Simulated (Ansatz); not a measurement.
# Two structures of Nb: comparison of enthalpies under pressure from a Python script

The task here is to estimate one member of a computed series from the others.

All numbers are computed with Ansatz 0.2.0, driven from Python. Level of theory: DFT PBE, plane waves, PAW.

## The system

Nb Fm-3m: The structure is cubic, space group Fm-3m (No. 225). Conventional cell: a = 4.190 Å, b = 4.190 Å, c = 4.190 Å, α = 90.00°, β = 90.00°, γ = 90.00°. Around Nb (site symmetry m-3m) lie 12 Nb at 2.96 Å.

Nb Pm-3m: The structure is cubic, space group Pm-3m (No. 221). Conventional cell: a = 2.730 Å, b = 2.730 Å, c = 2.730 Å, α = 90.00°, β = 90.00°, γ = 90.00°. Nb (site symmetry m-3m) is surrounded by 6 Nb at 2.73 Å.

No structure file is read: the coordinates are typed or built in the script.

The first run:

run_transition.py

```python
"""Pressure at which two phases of Nb cross."""

import ansatz as az
import numpy as np

SETTINGS = {
    "cutoff_ev": 520,
    "kspacing": 0.33,
    "smearing": "cold",
    "width_ev": 0.1,
}


def fcc(A, a):
    return (
        az.Lattice.fcc(a)
        .space_group(225)
        .atom(A, (0, 0, 0))
        .primitive()
    )


def sc(A, a):
    return (
        az.Lattice.cubic(a)
        .space_group(221)
        .atom(A, (0, 0, 0))
    )


def solve(name, crystal, pressure=0.0):
    calc = (
        crystal.calculation()
        .basis(SETTINGS["cutoff_ev"])
        .kpoints(spacing=SETTINGS["kspacing"])
        .occupations(SETTINGS["smearing"], width=SETTINGS["width_ev"])
    )
    calc = calc.relax(force_tolerance=0.03, max_steps=40, cell=True, pressure=pressure)
    return calc.run(threads=1)


def volume_per_atom(outcome):
    return abs(np.linalg.det(outcome.lattice.cell_ang)) / len(outcome.lattice.sites)

phases = {}
phases["fcc"] = fcc("Nb", 4.19)
phases["sc"] = sc("Nb", 2.73)

# H = E + PV, with 1 eV per cubic angstrom equal to 160.2 GPa
pressures = [0, 20, 40, 60]
enthalpy, volume = {name: [] for name in phases}, {name: [] for name in phases}
for p in pressures:
    for name, crystal in phases.items():
        o = solve(name, crystal, pressure=p)
        volume[name].append(volume_per_atom(o))
        enthalpy[name].append(o.report["energy_sigma0_ev"] / len(o.lattice.sites) + p * volume[name][-1] / 160.21766)
gap = np.array(enthalpy["sc"]) - np.array(enthalpy["fcc"])
rows = [(p, va, vb, 1000 * d) for p, va, vb, d in zip(pressures, volume["fcc"], volume["sc"], gap)]
print("| P (GPa) | V fcc (A^3/atom) | V sc (A^3/atom) | H(sc) - H(fcc) (meV/atom) |")
print("| --- | --- | --- | --- |")
for row in rows:
    print(f"| {row[0]:d} | {row[1]:.3f} | {row[2]:.3f} | {row[3]:+.1f} |")
crossings = [p0 - g0 * (p1 - p0) / (g1 - g0) for p0, p1, g0, g1 in zip(pressures, pressures[1:], gap, gap[1:]) if g0 * g1 < 0]
print("crossing near", [round(float(p), 1) for p in crossings], "GPa") if crossings else print("no crossing in this range")
```

On the command line:

```sh
$ python run_transition.py
```

One table of the session follows, with a row left open; its other results are not shown here.

Enthalpy H = E + pV of the second structure less the first:

```
pressure (GPa)  ΔH (meV/atom)
             0          568.0
            20              ?
            40          816.7
            60          910.3
```

**Question.** Estimate the row for pressure (GPa) = 20.

Worked estimate for «ΔH (meV/atom)». A straight line through the neighbours (0, 568.0) and (40, 816.7) gives 568.0 + (816.7 − 568.0) × (20 − 0) / (40 − 0) = 692.4; a parabola fitted to 3 rows on both sides gives 702.6.

As computed: ΔH (meV/atom): 704.7. In «ΔH (meV/atom)» the line misses by -12.3 and the parabola by -2.1.

Caveats from the session: Notes:
- At a fixed pressure a relaxation lowers the enthalpy F + PV, while F alone can rise.
- For the metals among these cells the mesh is coarse, so their volumes and pressures are rough.
- No functional is typed, so the default, PBE, holds.
- Only these two structures are compared, at zero temperature and with their symmetry kept; either may be hypothetical, and another phase may be lower than both.
